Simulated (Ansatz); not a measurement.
Energy ranking of Bi4Te3 structures

Computed with DFT PBE, scalar-relativistic, plane waves, PAW in Ansatz. Settings: cutoff 420 eV, Γ-centred meshes spaced at most about 0.3 Å⁻¹, and about 0.25 Å⁻¹ or finer for metals (2π included), Gaussian smearing. No spin polarisation.

Formation energies are uncorrected and refer to the elements' standard structures at the same level.

Temperature and zero-point effects are left out. Only the structures computed here compete, so a lower one can exist. No dispersion correction is applied, so the spacing and binding between layers, chains or molecules are poorly described (P6/mmm), and this can change margins and order among such cells. Spin–orbit coupling, which can matter for Bi and Te, is left out. Kohn–Sham gaps at this level usually fall short of measured ones. The missing spin–orbit coupling can work the other way here. The reference form of Te is held partly by dispersion forces, which this level lacks.

Invented guesses and database cells were relaxed alike, and ends that match in structure were merged. ΔE counts from the first row. Coordination counts Te atoms around Bi (those within 1.25 times the shortest such distance or 1.15 times the sum of covalent radii, 1.27 where that leaves under three; a plus sign parts nearer from farther groups; the shortest distance is added where it exceeds 1.18 times the sum of covalent radii; a slash parts the counts of unlike sites). The ends were matched against large subsets of the Crystallography Open Database and the Materials Project, so a missing match doesn't prove that a structure is unreported.

```csv
#,reached from,type and space group,atoms,Å³/atom,coordination,ΔE (meV/atom),gap on mesh (eV),in databases
1,a cell as deposited in COD,R-3m (No. 166),7,36.0,Bi 3 from 3.7 Å/6,0,0.12,COD
2,random cell with space group P-43m,P-43m (No. 215),7,39.3,Bi 3,248,0.00,no match
3,random cell,P-6m2 (No. 187),7,32.9,Bi 2/6 from 3.7 Å,305,0.00,no match
4,random cell,P6/mmm (No. 191),7,44.7,Bi 3 from 4.1 Å,463,0.00,no match
5,random cell,P4/mmm (No. 123),7,61.7,Bi 2+2,603,0.00,no match
```

The lowest: Space group R-3m (No. 166), trigonal, a = 4.508 Å, c = 43.006 Å. Around Bi on its first site lie 6 Te at 3.11–3.29 Å; around Bi on its second site lie 3 Bi at 3.09 Å and 3 Te at 3.70 Å; around Te on a site of symmetry -3m lie 6 Bi at 3.29 Å; Te on a site of symmetry 3m is surrounded by 3 Bi at 3.11 Å and 3 Bi at 3.70 Å. Its energy over the elements is −0.174 eV/atom. It is a structure that the Crystallography Open Database (COD) lists.

```
Bi Te
1.0
     2.25385    1.30126   14.33545
    -2.25385    1.30126   14.33545
     0.00000   -2.60252   14.33545
Bi Te
4 3
Direct
  0.71345 0.71345 0.71345
  0.28655 0.28655 0.28655
  0.14739 0.14739 0.14739
  0.85261 0.85261 0.85261
  0.00000 0.00000 0.00000
  0.41971 0.41971 0.41971
  0.58029 0.58029 0.58029
```

The second: Space group P-43m (No. 215), cubic, a = 6.504 Å. Bi has 3 Te at 3.14 Å and 3 Bi at 3.39 Å; Te has 4 Bi at 3.14 Å. Counting Te atoms around Bi, the first has Bi 3 from 3.7 Å/6 and the second has Bi 3. Shaken at random and relaxed again, row 1 came back. Cells without such a test can be saddle points. Some candidate types were left out of the draw beforehand, so a known form may be missing.
